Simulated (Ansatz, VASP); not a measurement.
LiF (Griceite): VASP beside Ansatz

Contents of run.py:

```python
from ase.calculators.vasp import Vasp
from ase.dft.bandgap import bandgap
from ase.io import read

atoms = read('LiF.cif', primitive_cell=True, subtrans_included=False)
calc = Vasp(
    directory='calc',
    xc='hse03',
    pp='PBE',
    setups={'base': 'minimal', 'F': '_GW', 'Li': '_GW'},
    prec='Accurate',
    encut=550,
    ediff=1e-06,
    ismear=-1,
    sigma=0.1,
    lreal=False,
    lasph=True,
    nelm=60,
    algo='Normal',
    isif=2,
    lwave=False,
    lcharg=False,
    precfock='Normal',
    kpts=[6, 6, 6],
    gamma=True,
)
atoms.calc = calc

print('energy (eV):', atoms.get_potential_energy())
print('free energy (eV):', atoms.get_potential_energy(force_consistent=True))
print('forces (eV/A):')
print(atoms.get_forces())
print('stress (eV/A^3, Voigt):', atoms.get_stress())
print('Fermi level (eV):', calc.get_fermi_level())
gap, top, bottom = bandgap(calc)
print('band gap (eV):', gap, 'from (spin, k, band)', top, 'to', bottom)
```

Contents of LiF.cif:

```cif
data_LiF
_cell_length_a 4.02800000
_cell_length_b 4.02800000
_cell_length_c 4.02800000
_cell_angle_alpha 90.00000000
_cell_angle_beta 90.00000000
_cell_angle_gamma 90.00000000
_space_group_name_H-M_alt 'Fm-3m'
_space_group_name_Hall '-F 4 2 3'
_space_group_IT_number 225
loop_
_space_group_symop_operation_xyz
'x,y,z'
'-x,-y,-z'
'-y,x,z'
'y,-x,-z'
'-x,-y,z'
'x,y,-z'
'y,-x,z'
'-y,x,-z'
'x,-y,-z'
'-x,y,z'
'-y,-x,-z'
'y,x,z'
'-x,y,-z'
'x,-y,z'
'y,x,-z'
'-y,-x,z'
'z,x,y'
'-z,-x,-y'
'z,-y,x'
'-z,y,-x'
'z,-x,-y'
'-z,x,y'
'z,y,-x'
'-z,-y,x'
'-z,x,-y'
'z,-x,y'
'-z,-y,-x'
'z,y,x'
'-z,-x,y'
'z,x,-y'
'-z,y,x'
'z,-y,-x'
'y,z,x'
'-y,-z,-x'
'x,z,-y'
'-x,-z,y'
'-y,z,-x'
'y,-z,x'
'-x,z,y'
'x,-z,-y'
'-y,-z,x'
'y,z,-x'
'-x,-z,-y'
'x,z,y'
'y,-z,-x'
'-y,z,x'
'x,-z,y'
'-x,z,-y'
'x,y+1/2,z+1/2'
'-x,-y+1/2,-z+1/2'
'-y,x+1/2,z+1/2'
'y,-x+1/2,-z+1/2'
'-x,-y+1/2,z+1/2'
'x,y+1/2,-z+1/2'
'y,-x+1/2,z+1/2'
'-y,x+1/2,-z+1/2'
'x,-y+1/2,-z+1/2'
'-x,y+1/2,z+1/2'
'-y,-x+1/2,-z+1/2'
'y,x+1/2,z+1/2'
'-x,y+1/2,-z+1/2'
[... 41 lines left out ...]
'y+1/2,-x,z+1/2'
'-y+1/2,x,-z+1/2'
'x+1/2,-y,-z+1/2'
'-x+1/2,y,z+1/2'
'-y+1/2,-x,-z+1/2'
'y+1/2,x,z+1/2'
'-x+1/2,y,-z+1/2'
'x+1/2,-y,z+1/2'
'y+1/2,x,-z+1/2'
'-y+1/2,-x,z+1/2'
'z+1/2,x,y+1/2'
'-z+1/2,-x,-y+1/2'
'z+1/2,-y,x+1/2'
'-z+1/2,y,-x+1/2'
'z+1/2,-x,-y+1/2'
'-z+1/2,x,y+1/2'
'z+1/2,y,-x+1/2'
'-z+1/2,-y,x+1/2'
'-z+1/2,x,-y+1/2'
'z+1/2,-x,y+1/2'
'-z+1/2,-y,-x+1/2'
'z+1/2,y,x+1/2'
'-z+1/2,-x,y+1/2'
'z+1/2,x,-y+1/2'
'-z+1/2,y,x+1/2'
'z+1/2,-y,-x+1/2'
'y+1/2,z,x+1/2'
'-y+1/2,-z,-x+1/2'
'x+1/2,z,-y+1/2'
'-x+1/2,-z,y+1/2'
'-y+1/2,z,-x+1/2'
'y+1/2,-z,x+1/2'
'-x+1/2,z,y+1/2'
'x+1/2,-z,-y+1/2'
'-y+1/2,-z,x+1/2'
'y+1/2,z,-x+1/2'
'-x+1/2,-z,-y+1/2'
'x+1/2,z,y+1/2'
'y+1/2,-z,-x+1/2'
'-y+1/2,z,x+1/2'
'x+1/2,-z,y+1/2'
'-x+1/2,z,-y+1/2'
'x+1/2,y+1/2,z'
'-x+1/2,-y+1/2,-z'
'-y+1/2,x+1/2,z'
'y+1/2,-x+1/2,-z'
'-x+1/2,-y+1/2,z'
'x+1/2,y+1/2,-z'
'y+1/2,-x+1/2,z'
'-y+1/2,x+1/2,-z'
'x+1/2,-y+1/2,-z'
'-x+1/2,y+1/2,z'
'-y+1/2,-x+1/2,-z'
'y+1/2,x+1/2,z'
'-x+1/2,y+1/2,-z'
'x+1/2,-y+1/2,z'
'y+1/2,x+1/2,-z'
'-y+1/2,-x+1/2,z'
'z+1/2,x+1/2,y'
'-z+1/2,-x+1/2,-y'
'z+1/2,-y+1/2,x'
'-z+1/2,y+1/2,-x'
'z+1/2,-x+1/2,-y'
'-z+1/2,x+1/2,y'
'z+1/2,y+1/2,-x'
'-z+1/2,-y+1/2,x'
'-z+1/2,x+1/2,-y'
'z+1/2,-x+1/2,y'
'-z+1/2,-y+1/2,-x'
'z+1/2,y+1/2,x'
'-z+1/2,-x+1/2,y'
'z+1/2,x+1/2,-y'
'-z+1/2,y+1/2,x'
'z+1/2,-y+1/2,-x'
'y+1/2,z+1/2,x'
'-y+1/2,-z+1/2,-x'
'x+1/2,z+1/2,-y'
'-x+1/2,-z+1/2,y'
'-y+1/2,z+1/2,-x'
'y+1/2,-z+1/2,x'
'-x+1/2,z+1/2,y'
'x+1/2,-z+1/2,-y'
'-y+1/2,-z+1/2,x'
'y+1/2,z+1/2,-x'
'-x+1/2,-z+1/2,-y'
'x+1/2,z+1/2,y'
'y+1/2,-z+1/2,-x'
'-y+1/2,z+1/2,x'
'x+1/2,-z+1/2,y'
'-x+1/2,z+1/2,-y'
loop_
_atom_site_label
_atom_site_type_symbol
_atom_site_symmetry_multiplicity
_atom_site_Wyckoff_symbol
_atom_site_fract_x
_atom_site_fract_y
_atom_site_fract_z
_atom_site_occupancy
F1 F 4 b 0.5000000000 0.0000000000 0.0000000000 1
Li1 Li 4 a 0.0000000000 0.0000000000 0.0000000000 1
```

File input.yaml:

```yaml
crystal:
  lattice:
    - [0.0, 2.014, 2.014]
    - [2.014, 0.0, 2.014]
    - [2.014, 2.014, 0.0]
  atoms:
    - { symbol: F, position: [0.5, 0.5, 0.5] }
    - { symbol: Li, position: [0.0, 0.0, 0.0] }
hamiltonian:
  xc: { exchange: pbe, correlation: pbe, exx: { coeff: 0.25, omega: 0.3 } }
  pseudopotentials: { kind: paw }
kpoints:
  mp_grid: { grid: [6, 6, 6] }
scf:
  occupations: { method: fermi_dirac, width: 0.1 }
output:
  forces: true
  stress: true
  eigenvalues: true
```

Alike in both runs: task single point; functional HSE03; k mesh 6 × 6 × 6; occupations fermi-dirac, width 0.1 eV; no spin polarisation.

|  | VASP | Ansatz |
| --- | --- | --- |
| version | VASP 6.6.1 | Ansatz 0.2.0 |
| potentials or method | VASP PAW PBE potentials, release 64 (F_GW, Li_GW) | Ansatz PAW |
| plane-wave cutoff (eV) | 550 | 420 |
| valence electrons in the cell | 8 | 10 |

Ansatz gave:

| Item | Value |
| --- | --- |
| gap on the k mesh at the Fermi level (eV) | 11.11 |
| least direct gap on the mesh (eV) | 11.11 |

Which values does VASP return?

gap on the k mesh at the Fermi level (eV): 11.05; least direct gap on the mesh (eV): 11.05.

The two sets of potentials don't hold the same shells in valence.

Caveats: the k mesh is coarse (spacing up to 0.45 Å⁻¹), so the values aren't converged, least of all with exact exchange; the PAW data sets were made with another functional, which shifts forces and pressure a little (VASP); the PAW data sets come from PBE, with cores solved anew for the run's functional, which leaves a small shift of forces and pressure (Ansatz).
